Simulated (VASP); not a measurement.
# C (P6_3/mmc) in VASP: a series of runs

The runs below take C through single point, with r2SCAN, r2SCAN+rVV10.

All numbers are computed with VASP 6.6.1; they aren't measurements. Logs are shortened: lines on timing, memory, paths and dates and some standing lists are left out, and cuts for length are marked.

### 1 The structure

Symmetry: P6_3/mmc, No. 194, hexagonal system. Conventional cell: a = 2.461 Å, b = 2.461 Å, c = 7.379 Å, α = 90.00°, β = 90.00°, γ = 120.00°. Around C (site symmetry -6m2) lie 3 C at 1.42 Å. C (site symmetry -6m2) has 3 C at 1.42 Å as nearest neighbours.

The cell was built by a generator and needn't be a form met in nature.

### 2 Single point, r2SCAN

INCAR

```
PREC = Accurate ; ENCUT = 520
EDIFF = 1E-7 ; ISMEAR = -1
SIGMA = 0.05 ; LREAL = False
LASPH = True ; NELM = 80
ALGO = Normal ; ISIF = 2
LWAVE = False ; LCHARG = False
METAGGA = R2SCAN ; LMIXTAU = True
```

KPOINTS

```
regular mesh
0
Gamma
  16 16 4
```

POSCAR

```
C
1.0
    2.4610000000      0.0000000000      0.0000000000
   -1.2305000000      2.1312885187      0.0000000000
    0.0000000000      0.0000000000      7.3788000000
C
4
Direct
    0.0000000000      0.0000000000      0.2500000000
    0.3333333333      0.6666666667      0.2500000000
    0.0000000000      0.0000000000      0.7500000000
    0.6666666667      0.3333333333      0.7500000000
```

Potentials or basis: VASP PAW PBE potentials, release 64 (C).

Launch:

```
> cat potpaw_PBE.64/C/POTCAR > POTCAR
> mpirun -np 1 vasp_std > vasp.out
```

OUTCAR:

```text
PREC = Accurate
   ENCUT = 520
   EDIFF = 1E-7
   ISMEAR = -1
   LREAL = False
   LASPH = True
   NELM = 80
   ISIF = 2
   METAGGA = R2SCAN

 ion  position               nearest neighbor table
   1  0.000  0.000  0.250-   2 1.42   2 1.42   2 1.42
   2  0.333  0.667  0.250-   1 1.42   1 1.42   1 1.42
   3  0.000  0.000  0.750-   4 1.42   4 1.42   4 1.42
   4  0.667  0.333  0.750-   3 1.42   3 1.42   3 1.42

  LATTYP: Found a hexagonal cell.
 ALAT       =     2.4610000000
 C/A-ratio  =     2.9982933767

  Lattice vectors:

 A1 = (   2.4610000000,   0.0000000000,   0.0000000000)
 A2 = (  -1.2305000000,   2.1312885187,   0.0000000000)
 A3 = (   0.0000000000,   0.0000000000,   7.3788000000)

Analysis of symmetry for initial positions (statically):
=====================================================================
 Subroutine PRICEL returns:
 Original cell was already a primitive cell.

 Routine SETGRP: Setting up the symmetry group for a
 hexagonal supercell.

 Subroutine GETGRP returns: Found 24 space group operations
 (whereof 12 operations were pure point group operations)
 out of a pool of 24 trial point group operations.

The static configuration has the point symmetry D_3d.
 The point group associated with its full space group is D_6h.

Analysis of symmetry for dynamics (positions and initial velocities):
=====================================================================
 Subroutine PRICEL returns:
 Original cell was already a primitive cell.

 Routine SETGRP: Setting up the symmetry group for a
 hexagonal supercell.

 Subroutine GETGRP returns: Found 24 space group operations
 (whereof 12 operations were pure point group operations)
 out of a pool of 24 trial point group operations.

The dynamic configuration has the point symmetry D_3d.
 The point group associated with its full space group is D_6h.

 Subroutine INISYM returns: Found 24 space group operations
 (whereof 12 operations are pure point group operations),
 and found     1 'primitive' translations

----------------------------------------------------------------------------------------

                                     Primitive cell

  volume of cell :      38.7026

  direct lattice vectors                    reciprocal lattice vectors
     2.461000000  0.000000000  0.000000000     0.406338887  0.234599866  0.000000000
    -1.230500000  2.131288519  0.000000000     0.000000000  0.469199731  0.000000000
     0.000000000  0.000000000  7.378800000     0.000000000  0.000000000  0.135523391

  length of vectors
     2.461000000  2.461000000  7.378800000     0.469199731  0.469199731  0.135523391

  position of ions in fractional coordinates (direct lattice)
     0.000000000  0.000000000  0.250000000
     0.333333333  0.666666667  0.250000000
     0.000000000  0.000000000  0.750000000
     0.666666667  0.333333333  0.750000000

  ion indices of the primitive-cell ions
   primitive index   ion index
                 1           1
                 2           2
                 3           3
                 4           4

----------------------------------------------------------------------------------------

 KPOINTS: regular mesh

Automatic generation of k-mesh.
 Grid dimensions read from file:
 generate k-points for:   16   16    4

 Generating k-lattice:

  Cartesian coordinates                     Fractional coordinates (reciprocal lattice)
     0.025396180  0.014662492  0.000000000     0.062500000  0.000000000  0.000000000
     0.000000000  0.029324983  0.000000000     0.000000000  0.062500000  0.000000000
     0.000000000  0.000000000  0.033880848     0.000000000  0.000000000  0.250000000

  Length of vectors
     0.029324983  0.029324983  0.033880848

  Shift w.r.t. Gamma in fractional coordinates (k-lattice)
     0.000000000  0.000000000  0.000000000

 Subroutine IBZKPT returns following result:
 ===========================================

 Found     90 irreducible k-points:

 Following reciprocal coordinates:
            Coordinates               Weight
  0.000000  0.000000  0.000000      1.000000
  0.062500 -0.000000  0.000000      6.000000
  0.125000 -0.000000  0.000000      6.000000
  0.187500 -0.000000  0.000000      6.000000
  0.250000 -0.000000  0.000000      6.000000
  0.312500 -0.000000  0.000000      6.000000
[... 16 lines left out ...]
  0.187500  0.187500  0.000000      6.000000
  0.250000  0.187500  0.000000     12.000000
 [... further k-points ...]
   k-points           NKPTS =     90   k-points in BZ     NKDIM =     90   number of bands    NBANDS=     12
   number of dos      NEDOS =    301   number of ions     NIONS =      4
   total plane-waves  NPLWV =  18144
   dimension x,y,z NGX =    18 NGY =   18 NGZ =   56
   dimension x,y,z NGXF=    36 NGYF=   36 NGZF=  112
   ions per type =               4
   NGX,Y,Z   is equivalent  to a cutoff of  12.16, 12.16, 12.62 a.u.
   NGXF,Y,Z  is equivalent  to a cutoff of  24.32, 24.32, 25.23 a.u.
 SYSTEM =  unknown system
   PREC   = accura    normal or accurate (medium, high low for compatibility)
   ISTART =      0    job   : 0-new  1-cont  2-samecut
   ICHARG =      2    charge: 1-file 2-atom 10-const
   ISPIN  =      1    spin polarized calculation?
   LNONCOLLINEAR =      F non collinear calculations
   LSORBIT =      F    spin-orbit coupling
   LASPH  =      T    aspherical Exc in radial PAW
   ENCUT  =  520.0 eV  38.22 Ry    6.18 a.u.   4.58  4.58 13.72*2*pi/ulx,y,z
   NELM   =     80;   NELMIN=  2; NELMDL= -5     # of ELM steps
   EDIFF  = 0.1E-06   stopping-criterion for ELM
   LREAL  =      F    real-space projection
   EDIFFG = 0.1E-05   stopping-criterion for IOM
   NSW    =      0    number of steps for IOM
   IBRION =     -1    ionic relax: 0-MD 1-quasi-New 2-CG
   NFREE  =      0    steps in history (QN), initial steepest desc. (CG)
   ISIF   =      2    stress and relaxation
   ISYM   =      2    0-nonsym 1-usesym 2-fastsym
   POTIM  = 0.5000    time-step for ionic-motion
   TEBEG  =    0.0;   TEEND  =   0.0 temperature during run
   PSTRESS=    0.0 pullay stress
   NELECT =      16.0000    total number of electrons
   NUPDOWN=      -1.0000    fix difference up-down
   EMIN   =  10.00;   EMAX   =-10.00  energy-range for DOS
   EFERMI =   0.00;   METHOD = LEGACY
   ISMEAR =    -1;   SIGMA  =   0.05  broadening in eV -4-tet -1-fermi 0-gaus
   EFERMI_NEDOS =   21; number of points for ismear=-14 and -15
   IALGO  =     38    algorithm
   IMIX   =      4    mixing-type and parameters
     AMIX     =   0.40;   BMIX     =  1.00
     AMIX_MAG =   1.60;   BMIX_MAG =  1.00
  volume/ion in A,a.u.               =       9.68        65.29
  Fermi-wavevector in a.u.,A,eV,Ry     =   1.219556  2.304626 20.236163  1.487316
  Thomas-Fermi vector in A             =   2.354804
   LORBIT       =      0    0 simple, 1 ext, 2 COOP (PROOUT), +10 PAW based schemes
   METAGGA = R2SCAN    functional components
   LHFCALC =     F    Hartree Fock is set to
   AEXX    =    0.0000 exact exchange contribution
   IVDW    =     0    specifies the selected vdW correction
   LEPSILON=     F    determine dielectric tensor
   LRPA    =     F    only Hartree local field effects (RPA)
 non-spin polarized calculation
  energy-cutoff  :      520.00
  volume of cell :       38.70
 maximum number of plane-waves:      1066
   NGX =  9   NGY =  9   NGZ = 27

 number of electron      15.9999994 magnetization

 Free energy of the ion-electron system (eV)
  ---------------------------------------------------
  ext. energy  EPLUGINS =         0.00000000
  ---------------------------------------------------
  free energy    TOTEN  =       -39.75073378 eV

  energy without entropy =      -39.75073086  energy(sigma->0) =      -39.75073232

 E-fermi :   3.8885     XC(G=0): -10.4500

 val. band max:        3.4522815524   @ k =   0.3125   0.3125   0.0000
 cond. band min:       4.3348211808   @ k =   0.3125   0.3125   0.0000
 fundamental gap:      0.8825396284
 Fermi energy:         3.8884566049

 k-point     1 :       0.0000    0.0000    0.0000
  band No.  band energies     occupation
      1     -17.0116      2.00000
      2     -16.8753      2.00000
      3      -4.8122      2.00000
      4      -3.5978      2.00000
      5       0.6295      2.00000
      6       0.6295      2.00000
      7       0.6364      2.00000
      8       0.6364      2.00000
      9       7.5751      0.00000
     10      12.5283      0.00000
     11      12.5287      0.00000
     12      12.5507      0.00000

 k-point     2 :       0.0625   -0.0000    0.0000
  band No.  band energies     occupation
      1     -16.9134      2.00000
      2     -16.7780      2.00000
      3      -4.6936      2.00000
      4      -3.4837      2.00000
      5       0.2228      2.00000
      6       0.2335      2.00000
      7       0.4184      2.00000
      8       0.4278      2.00000
      9       7.6954      0.00000
     10      12.5775      0.00000
     11      12.6127      0.00000
     12      12.9507      0.00000

 k-point     3 :       0.1250   -0.0000    0.0000
  band No.  band energies     occupation
      1     -16.6192      2.00000
      2     -16.4863      2.00000
      3      -4.3393      2.00000
      4      -3.1432      2.00000
      5      -0.8671      2.00000
      6      -0.8477      2.00000
      7      -0.1244      2.00000
      8      -0.1109      2.00000
      9       8.0572      0.00000
     10      12.5996      0.00000
     11      12.6712      0.00000
     12      13.1631      0.00000
[... 286 lines left out ...]
 k-point    23 :       0.1875    0.1875    0.0000
  band No.  band energies     occupation
      1     -14.4004      2.00000
      2     -14.2858      2.00000
      3      -5.2628      2.00000
      4      -5.2375      2.00000
      5      -3.6524      2.00000
      6      -3.6337      2.00000
      7      -1.7079      2.00000
      8      -0.6437      2.00000
      9       9.5659      0.00000
     10       9.8684      0.00000
     11      10.8315      0.00000
     12      14.8335      0.00000

 k-point    24 :       0.2500    0.1875    0.0000
  band No.  band energies     occupation
      1     -13.4624      2.00000
      2     -13.3554      2.00000
      3      -6.5729      2.00000
      4      -6.5317      2.00000
      5      -4.5142      2.00000
      6      -4.4849      2.00000
      7      -0.6282      2.00000
      8       0.3582      2.00000
      9       8.0069      0.00000
     10       8.3714      0.00000
     11      12.0169      0.00000
     12      15.0027      0.00000

 [... further k-points ...]
[... 5 lines left out ...]
  --------------------------------------------------------------------------------------
  -------------------------------------------------------------------------------------
  Total       -0.3377391     -0.3377391     -0.1758253      0.0000000      0.0000000      0.0000000
  in kB      -13.9814556    -13.9814556     -7.2786756      0.0000000      0.0000000      0.0000000
  external PRESSURE =     -11.7471956 kB  Pullay stress =       0.0000000 kB

 VOLUME and BASIS-vectors are now :
 -----------------------------------------------------------------------------
  energy-cutoff  :      520.00
  volume of cell :       38.70
      direct lattice vectors                 reciprocal lattice vectors
     2.461000000  0.000000000  0.000000000     0.406338887  0.234599866  0.000000000
    -1.230500000  2.131288519  0.000000000     0.000000000  0.469199731  0.000000000
     0.000000000  0.000000000  7.378800000     0.000000000  0.000000000  0.135523391

 POSITION                                       TOTAL-FORCE (eV/Angst)
 -----------------------------------------------------------------------------------
      0.00000      0.00000      1.84470         0.000000     -0.000000      0.000000
     -0.00000      1.42086      1.84470        -0.000000      0.000000      0.000000
      0.00000      0.00000      5.53410        -0.000000      0.000000      0.000000
      1.23050      0.71043      5.53410         0.000000     -0.000000     -0.000000
 -----------------------------------------------------------------------------------
    total drift:                                0.000000     -0.000000      0.000000

  FREE ENERGIE OF THE ION-ELECTRON SYSTEM (eV)
  ---------------------------------------------------
  free  energy   TOTEN  =       -39.7507337784 eV

  energy  without entropy=      -39.7507308635  energy(sigma->0) =      -39.75073232
```

It took 3.3 min on 1 thread of Intel Xeon Platinum 8488C (Sapphire Rapids), shared host; peak memory 0.16 GiB.

What came out:

```yaml
Free_energy: -39.7507 eV
Pressure: -1.2 GPa
Band_gap_on_the_k_mesh: 0.88 eV, direct
```

Stress tensor (GPa, compression positive):
```
-1.40  0.00  0.00
 0.00 -1.40  0.00
 0.00  0.00 -0.73
```

Levels at points of the mesh, in eV from the valence-band top:
| k point | band 4 | band 5 | band 6 | band 7 | band 8 | band 9 | band 10 | band 11 | band 12 |
| --- | --- | --- | --- | --- | --- | --- | --- | --- | --- |
| (0.00, 0.00, 0.00) | -7.05 | -2.82 | -2.82 | -2.82 | -2.82 | 4.12 | 9.08 | 9.08 | 9.10 |
| (0.50, 0.00, 0.00) | -13.63 | -6.42 | -6.40 | -2.35 | -1.93 | 2.01 | 2.51 | 8.01 | 8.21 |
| (0.00, 0.00, 0.50) | -7.70 | -2.82 | -2.82 | -2.82 | -2.82 | 6.20 | 6.20 | 9.09 | 9.09 |
| (0.50, 0.00, 0.50) | -13.65 | -6.41 | -6.41 | -2.12 | -2.12 | 2.17 | 2.17 | 8.11 | 8.11 |

Caveat: the PAW data sets were made with another functional, which shifts forces and pressure a little. A k mesh can miss the band edges.

### 3 Single point, r2SCAN+rVV10

Changes to INCAR since step 2:

```diff
@@ -7 +7,3 @@
 METAGGA = R2SCAN ; LMIXTAU = True
+LUSE_VDW = True ; IVDW_NL = 2
+BPARAM = 11.95 ; CPARAM = 0.0093
```

KPOINTS is that of step 2.

POSCAR is that of step 2.

Potentials or basis: VASP PAW PBE potentials, release 64 (C).

Launch:

```
> cat potpaw_PBE.64/C/POTCAR > POTCAR
> mpirun -np 1 vasp_std > vasp.out
```

OUTCAR:

```text
PREC = Accurate
   ENCUT = 520
   EDIFF = 1E-7
   ISMEAR = -1
   LREAL = False
   LASPH = True
   NELM = 80
   ISIF = 2
   METAGGA = R2SCAN
   IVDW_NL = 2
   BPARAM = 11.95

 ion  position               nearest neighbor table
   1  0.000  0.000  0.250-   2 1.42   2 1.42   2 1.42
   2  0.333  0.667  0.250-   1 1.42   1 1.42   1 1.42
   3  0.000  0.000  0.750-   4 1.42   4 1.42   4 1.42
   4  0.667  0.333  0.750-   3 1.42   3 1.42   3 1.42

  LATTYP: Found a hexagonal cell.
 ALAT       =     2.4610000000
 C/A-ratio  =     2.9982933767

  Lattice vectors:

 A1 = (   2.4610000000,   0.0000000000,   0.0000000000)
 A2 = (  -1.2305000000,   2.1312885187,   0.0000000000)
 A3 = (   0.0000000000,   0.0000000000,   7.3788000000)

Analysis of symmetry for initial positions (statically):
=====================================================================
 Subroutine PRICEL returns:
 Original cell was already a primitive cell.

 Routine SETGRP: Setting up the symmetry group for a
 hexagonal supercell.

 Subroutine GETGRP returns: Found 24 space group operations
 (whereof 12 operations were pure point group operations)
 out of a pool of 24 trial point group operations.

[... 179 lines left out ...]
      1     -17.0223      2.00000
      2     -16.8838      2.00000
      3      -4.8468      2.00000
      4      -3.6079      2.00000
      5       0.6234      2.00000
      6       0.6234      2.00000
      7       0.6303      2.00000
      8       0.6303      2.00000
      9       7.4017      0.00000
     10      12.5180      0.00000
     11      12.5183      0.00000
     12      12.5407      0.00000
[... 331 lines left out ...]
 k-point    24 :       0.2500    0.1875    0.0000
  band No.  band energies     occupation
      1     -13.4715      2.00000
      2     -13.3628      2.00000
      3      -6.5793      2.00000
      4      -6.5375      2.00000
      5      -4.5242      2.00000
      6      -4.4944      2.00000
      7      -0.6554      2.00000
      8       0.3514      2.00000
      9       7.9941      0.00000
     10       8.3655      0.00000
     11      11.8501      0.00000
     12      14.9781      0.00000

 [... further k-points ...]
[... 5 lines left out ...]
  --------------------------------------------------------------------------------------
  -------------------------------------------------------------------------------------
  Total       -0.3485991     -0.3485991     -0.5397881      0.0000000      0.0000000      0.0000000
  in kB      -14.4310286    -14.4310286    -22.3457157      0.0000000      0.0000000      0.0000000
  external PRESSURE =     -17.0692576 kB  Pullay stress =       0.0000000 kB

 VOLUME and BASIS-vectors are now :
 -----------------------------------------------------------------------------
  energy-cutoff  :      520.00
  volume of cell :       38.70
      direct lattice vectors                 reciprocal lattice vectors
     2.461000000  0.000000000  0.000000000     0.406338887  0.234599866  0.000000000
    -1.230500000  2.131288519  0.000000000     0.000000000  0.469199731  0.000000000
     0.000000000  0.000000000  7.378800000     0.000000000  0.000000000  0.135523391

 POSITION                                       TOTAL-FORCE (eV/Angst)
 -----------------------------------------------------------------------------------
      0.00000      0.00000      1.84470        -0.000000     -0.000000      0.000000
     -0.00000      1.42086      1.84470        -0.000000      0.000000      0.000000
      0.00000      0.00000      5.53410         0.000000     -0.000000      0.000000
      1.23050      0.71043      5.53410        -0.000000      0.000000     -0.000000
 -----------------------------------------------------------------------------------
    total drift:                                0.000000     -0.000000      0.000000

  FREE ENERGIE OF THE ION-ELECTRON SYSTEM (eV)
  ---------------------------------------------------
  free  energy   TOTEN  =       -39.4009002322 eV

  energy  without entropy=      -39.4008971624  energy(sigma->0) =      -39.40089870
```

OSZICAR:

```text
N       E                     dE             d eps       ncg     rms          rms(c)
DAV:   1     0.474603161168E+02    0.47460E+02   -0.84312E+03  2176   0.125E+03
DAV:   2    -0.410563569954E+02   -0.88517E+02   -0.79986E+02  3016   0.233E+02
DAV:   3    -0.451398012913E+02   -0.40834E+01   -0.40506E+01  2704   0.511E+01
[... 21 lines left out ...]
DAV:  25    -0.394009010137E+02    0.37559E-05   -0.44020E-06  2316   0.178E-02    0.904E-03
DAV:  26    -0.394009005828E+02    0.43092E-06   -0.40454E-07  2336   0.653E-03    0.321E-03
DAV:  27    -0.394009004256E+02    0.15718E-06   -0.81871E-08  1544   0.350E-03    0.154E-03
DAV:  28    -0.394009002933E+02    0.13238E-06   -0.35403E-08  1716   0.200E-03    0.454E-04
DAV:  29    -0.394009002322E+02    0.61022E-07   -0.18024E-08  1308   0.126E-03
   1 F= -.39400900E+02 E0= -.39400899E+02  d E =-.306980E-05
```

It took 6.2 min on 1 thread of Intel Xeon Platinum 8488C (Sapphire Rapids), shared host; peak memory 0.25 GiB.

Results:

- Free energy: -39.4009 eV
- Pressure: -1.7 GPa
- Band gap on the k mesh: 0.88 eV, direct

Caveat: the PAW data sets were made with another functional, which shifts forces and pressure a little. r2SCAN opens gaps a little over a GGA but as a rule still falls short of measured ones.
